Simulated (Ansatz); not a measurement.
## Rigid-band transport of added carriers in Li2S (computed with Ansatz 0.2.0)

Space group Fm-3m (No. 225), 3 atoms in the cell of the first input below: a = 4.036 Å, b = 4.036 Å, c = 4.036 Å, α = 60.00°, β = 60.00°, γ = 60.00°.

The structure is a measured one, not always of the ambient phase, taken without relaxation (pressure 0.0 GPa with this functional, without spin–orbit coupling). Functional: PBE.

Spin–orbit coupling is left out. Kohn–Sham gap between the band edges found on a fine mesh: 3.39 eV.

Levels at points 0.012 Å⁻¹ about the band edges give the masses:

```yaml
crystal:
  lattice:
    - [0.0, 2.8540007422, 2.8540007422]
    - [2.8540007422, 0.0, 2.8540007422]
    - [2.8540007422, 2.8540007422, 0.0]
  atoms:
    - { symbol: Li, position: [0.25, 0.25, 0.25] }
    - { symbol: Li, position: [0.75, 0.75, 0.75] }
    - { symbol: S, position: [0.0, 0.0, 0.0] }
basis:
  ecutwfc: 420
  ecutrho_ratio: 4
kpoints:
  mp_grid: { grid: [10, 10, 10] }
hamiltonian:
  xc: pbe
scf:
  occupations: { method: gaussian, width: 0.05 }
output:
  forces: true
  stress: true
  eigenvalues: true
  eigenstates:
    kpoints:
      - [0.0, 0.0, 0.0]
      - [0.0, 0.00545074, 0.00545074]
      - [0.0, -0.00545074, -0.00545074]
      - [0.00545074, 0.0, 0.00545074]
      - [-0.00545074, 0.0, -0.00545074]
      - [0.00545074, 0.00545074, 0.0]
      - [-0.00545074, -0.00545074, 0.0]
      - [0.003854255, 0.003854255, 0.00770851]
      - [-0.003854255, -0.003854255, -0.00770851]
      - [0.003854255, 0.00770851, 0.003854255]
      - [-0.003854255, -0.00770851, -0.003854255]
      - [0.00770851, 0.003854255, 0.003854255]
      - [-0.00770851, -0.003854255, -0.003854255]
      - [0.006293972, 0.006293972, 0.006293972]
      - [-0.006293972, -0.006293972, -0.006293972]
      - [0.0, -0.5, -0.5]
      - [0.0, -0.49454926, -0.49454926]
      - [0.0, -0.50545074, -0.50545074]
      - [0.00545074, -0.5, -0.49454926]
      - [-0.00545074, -0.5, -0.50545074]
      - [0.00545074, -0.49454926, -0.5]
      - [-0.00545074, -0.50545074, -0.5]
      - [0.003854255, -0.496145745, -0.49229149]
      - [-0.003854255, -0.503854255, -0.50770851]
      - [0.003854255, -0.49229149, -0.496145745]
      - [-0.003854255, -0.50770851, -0.503854255]
      - [0.00770851, -0.496145745, -0.496145745]
      - [-0.00770851, -0.503854255, -0.503854255]
      - [0.006293972, -0.493706028, -0.493706028]
      - [-0.006293972, -0.506293972, -0.506293972]
    de_dk: true
    e_range: [-2.297177122933, 2.297177122932]
```

```bash
ansatz run input.yaml --threads 4 --pin off --max-ram 9216MiB --backend cpu --events-out ev --progress --plain --runs-dir out
```

Time: 0.92 s on 4 threads of Arm Neoverse V1 (shared host), peak memory 0.31 GiB.

Edges at k = (0.000, 0.000, 0.000) and (0.000, -0.500, -0.500); masses in electron masses along fixed Cartesian directions (which need not be the axes of a valley), negative for hole-like bands, for at most the three nearest levels of the same spin at these k-points, within 0.3 eV:

| edge | band | from the edge (meV) | degeneracy | x | y | z | 111 |
| --- | --- | --- | --- | --- | --- | --- | --- |
| valence | 1 | 0 | 3 | -0.966 | -0.966 | -0.966 | -2.282 |
| valence | 2 | 0 | 3 | -0.966 | -0.966 | -0.966 | -2.282 |
| valence | 3 | 0 | 3 | -0.484 | -0.484 | -0.484 | -0.307 |
| conduction | 1 | 0 | 1 | 0.636 | 0.342 | 0.342 | 0.404 |

These curvatures agree with the slopes at the same points. They hold at the edge alone, and further out the bands need not be parabolic. Degenerate bands can be warped: each is named by its order in energy along a direction and has no mass tensor of its own.

The states of the whole zone with their velocity products:

```yaml
crystal:
  lattice:
    - [0.0, 2.8540007422, 2.8540007422]
    - [2.8540007422, 0.0, 2.8540007422]
    - [2.8540007422, 2.8540007422, 0.0]
  atoms:
    - { symbol: Li, position: [0.25, 0.25, 0.25] }
    - { symbol: Li, position: [0.75, 0.75, 0.75] }
    - { symbol: S, position: [0.0, 0.0, 0.0] }
basis:
  ecutwfc: 420
  ecutrho_ratio: 4
kpoints:
  mp_grid: { grid: [10, 10, 10] }
hamiltonian:
  xc: pbe
scf:
  occupations: { method: gaussian, width: 0.05 }
output:
  forces: true
  stress: true
  eigenvalues: true
  states_by_energy: { minimum_broadening: 0.05 }
```

```bash
ansatz run input.yaml --threads 4 --pin off --max-ram 9216MiB --backend cpu --events-out ev --progress --plain --runs-dir out
```

Time: 24 s on 4 threads of Arm Neoverse V1, with other jobs on the host, peak memory 0.69 GiB.

From that table, at a constant relaxation time τ with Fermi–Dirac weights and rigid bands:

```csv
T (K),doping (cm⁻³),μ − E_F (eV),σ_xx/τ (10²⁰/Ω m s),S_xx (μV/K),Lorenz (10⁻⁸ V²/K²),"ħω_p,xx (eV)"
600,n 1e19,1.608,0.00671,-370,1.85,0.181
600,p 1e19,-1.493,0.00225,549,1.79,0.105
600,n 1e20,1.753,0.0664,-183,1.96,0.570
600,p 1e20,-1.615,0.0224,352,1.80,0.331
600,n 1e21,2.084,0.616,-54,2.31,1.736
600,p 1e21,-1.764,0.217,167,1.95,1.031
900,n 1e19,1.513,0.00658,-422,1.84,0.179
900,p 1e19,-1.342,0.00214,603,1.81,0.102
900,n 1e20,1.713,0.0653,-230,1.90,0.565
900,p 1e20,-1.523,0.0213,406,1.82,0.323
900,n 1e21,2.075,0.61,-79,2.21,1.728
900,p 1e21,-1.726,0.208,216,1.91,1.008
```

Problem. Which of the dopings listed at 600 K has the largest power factor S²σ/τ along x?

Solution. n 1e19: 0.92, p 1e19: 0.68, n 1e20: 2.2, p 1e20: 2.8, n 1e21: 1.8, p 1e21: 6.1 (10¹¹ W/m K² s), so p 1e21 cm⁻³, if τ is the same for all.

Caveats: crystals with gaps this wide can seldom be doped to such densities with both signs of carrier, so the rows show what the bands would give; melting, decomposition and changes of phase at these temperatures weren't checked; no scattering is computed, and the gap isn't corrected.

At equal density and temperature, electrons always give the larger σ/τ and holes the larger thermopower. The valence top is a triply degenerate, mainly S 3p set whose flat branches supply many states but little velocity. The conduction minimum at X is lighter, and its equivalent valleys don't make up for the difference in density of states.

This contrast decides the power factor only once the carriers become degenerate. At 600 K and 1e19 cm⁻³ the faster electrons still win. By 1e21 cm⁻³ their chemical potential lies well inside the band, the Lorenz number approaches the metallic limit and S falls to -54 μV/K, while the holes, spread over more states, keep 167 μV/K. The hole power factor is therefore still rising at the highest density listed, whereas that of the electrons has passed its largest listed value.

The advantage of p-type doping is one of band structure alone: in so ionic a sulfide, heavy holes may self-trap as small polarons, and band transport would then no longer describe them.
